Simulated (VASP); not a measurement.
Set up this calculation in VASP 6.6.1, as the native input.

```
Task                               : band structure
Functional                         : r2SCAN-EpsX
Potentials or basis                : VASP PAW PBE potentials, release 64 (Te, Be)
Cutoff                             : 520 eV
k mesh                             : 4 × 4 × 4
Occupations                        : fermi-dirac, width 0.05 eV
Spin                               : no spin polarisation
Grid for exact exchange (PRECFOCK) : Normal
Exchange at q = 0                  : default
Share of exact exchange            : 0.13
Further INCAR settings             : ALGO = Normal; EDIFF = 1e-06
```

The system is BeTe.

```
Te Be
1.0
     0.00000    2.77000    2.77000
     2.77000    0.00000    2.77000
     2.77000    2.77000    0.00000
Te Be
1 1
Cartesian
  4.1550 4.1550 4.1550
  0.0000 0.0000 0.0000
```

The input as run:

POSCAR

```
BeTe
1.0
    0.0000000000      2.7700000000      2.7700000000
    2.7700000000      0.0000000000      2.7700000000
    2.7700000000      2.7700000000      0.0000000000
Te Be
1 1
Direct
    0.7500000000      0.7500000000      0.7500000000
    0.0000000000      0.0000000000      0.0000000000
```

INCAR.step1

```
PREC = Accurate ; ENCUT = 520
EDIFF = 1E-8 ; ISMEAR = -1
SIGMA = 0.05 ; LREAL = F
LASPH = T ; NELM = 100
ALGO = Normal ; ISIF = 2
LWAVE = F ; LCHARG = F
GGA = PE ; LEPSILON = T
```

KPOINTS.step1

```
Automatic mesh
0
G
  8 8 8
  0 0 0
```

INCAR.step2

```
PREC = Accurate ; ENCUT = 520
EDIFF = 1E-5 ; ISMEAR = -1
SIGMA = 0.05 ; LREAL = F
LASPH = T ; NELM = 100
ALGO = Normal ; ISIF = 2
LWAVE = T ; LCHARG = F
GGA = PE
```

KPOINTS.step2

```
Automatic mesh
0
Gamma
  4 4 4
```

INCAR.step3

```
PREC = Accurate ; ENCUT = 520
EDIFF = 1E-6 ; ISMEAR = -1
SIGMA = 0.05 ; LREAL = F
LASPH = T ; NELM = 100
ALGO = Normal ; ISIF = 2
LWAVE = F ; LCHARG = F
METAGGA = R2SCAN ; LHFCALC = T
AEXX = 0.13 ; LMIXTAU = T
PRECFOCK = Normal ; ISTART = 1
```

KPOINTS.step3

```
Automatic mesh
0
Gamma
  4 4 4
```

KPOINTS_OPT

```
path GXWKGLUWLK,UX
12
line-mode
reciprocal
 0.0000000000  0.0000000000  0.0000000000  G
 0.5000000000  0.0000000000  0.5000000000  X

 0.5000000000  0.0000000000  0.5000000000  X
 0.5000000000  0.2500000000  0.7500000000  W

 0.5000000000  0.2500000000  0.7500000000  W
 0.3750000000  0.3750000000  0.7500000000  K

 0.3750000000  0.3750000000  0.7500000000  K
 0.0000000000  0.0000000000  0.0000000000  G

 0.0000000000  0.0000000000  0.0000000000  G
 0.5000000000  0.5000000000  0.5000000000  L

 0.5000000000  0.5000000000  0.5000000000  L
 0.6250000000  0.2500000000  0.6250000000  U

 0.6250000000  0.2500000000  0.6250000000  U
 0.5000000000  0.2500000000  0.7500000000  W

 0.5000000000  0.2500000000  0.7500000000  W
 0.5000000000  0.5000000000  0.5000000000  L

 0.5000000000  0.5000000000  0.5000000000  L
 0.3750000000  0.3750000000  0.7500000000  K

 0.6250000000  0.2500000000  0.6250000000  U
 0.5000000000  0.0000000000  0.5000000000  X
```

Potentials or basis: VASP PAW PBE potentials, release 64 (Te, Be).

Command:

```console
$ cat potpaw_PBE.64/Te/POTCAR potpaw_PBE.64/Be/POTCAR > POTCAR
$ cp INCAR.step1 INCAR
$ cp KPOINTS.step1 KPOINTS
$ mpirun -np 1 vasp_std > vasp.out
$ cp INCAR.step2 INCAR
$ cp KPOINTS.step2 KPOINTS
$ mpirun -np 1 vasp_std > vasp.out
$ cp INCAR.step3 INCAR
$ cp KPOINTS.step3 KPOINTS
$ mpirun -np 1 vasp_std > vasp.out
```

It gave:

| Item | Value |
| --- | --- |
| Pressure | 4.3 GPa |
| Band gap on the k mesh | 2.84 eV, indirect (least direct gap 4.70 eV) |

Caveat: the k mesh is coarse (spacing up to 0.49 Å⁻¹), so the values aren't converged, least of all with exact exchange; an unscreened hybrid on a path of extra k points without a Coulomb cutoff has errors near the mesh points, so the bands along the path aren't reliable; the PAW data sets were made with another functional, which shifts forces and pressure a little; spin-orbit coupling is left out, which moves the levels of the heavy elements.

Wall time 36 min on 1 thread of AMD EPYC 7R43 64-Core Processor (Zen 3) (shared host), peak memory 0.21 GiB.
